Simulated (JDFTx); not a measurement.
# InP under changes of volume

One of the cells (25.167 Å³/atom); the others are scaled copies at fixed shape and fractional positions:

```xyz
2
Lattice="0.0000 2.9305 2.9305 2.9305 0.0000 2.9305 2.9305 2.9305 0.0000" Properties=species:S:1:pos:R:3 pbc="T T T"
In    0.0000    0.0000    0.0000
P     4.3957    4.3957    4.3957
```

```yaml
Program: JDFTx 1.7.0 (patched build)
Functional: PBEsol
Potentials_or_basis: PseudoDojo-SR-PBEsol-0.4.1-standard with smoothed tails
Cutoff: 952 eV
Density_cutoff: 7619 eV
k_mesh: 8 × 8 × 8
Occupations: fermi-dirac, width 0.05 eV
Spin: no spin polarisation
```

| volume (Å³/atom) | energy over the lowest point (meV/atom) | pressure (GPa) | gap on the mesh (eV) |
| --- | --- | --- | --- |
| 23.657 | 28.96 | 5.7 | 0.95 |
| 24.160 | 14.04 | 3.8 | 0.83 |
| 24.663 | 4.62 | 2.2 | 0.72 |
| 25.167 | 0.11 | 0.7 | 0.61 |
| 25.670 | 0.00 | -0.6 | 0.51 |
| 26.173 | ? | ? | ? |
| 26.677 | 11.16 | -2.9 | 0.30 |

**Question.** What does the run at 26.173 Å³/atom give?

**Answer.** Energy over the lowest point 3.82 meV/atom; pressure -1.8 GPa; gap on the mesh 0.40 eV.

Worked out: A Birch-Murnaghan fit of order 3 (a polynomial in V^(-2/3)) to the other rows has its minimum at 25.43 Å³/atom with B0 = V·E''(V) = 67 GPa and B' = 4.7. It gives 3.82 meV/atom at 26.173 Å³/atom, against the run's 3.82, and -dE/dV = -1.8 GPa, against -1.8. A straight line through the other rows of the gap, of slope -5.38 eV per unit of ln V (its deformation potential), gives 0.40 eV, against the run's 0.40.

Energies are extrapolated to zero smearing.

Caveats: spin-orbit coupling is left out, which moves the levels of the heavy elements.
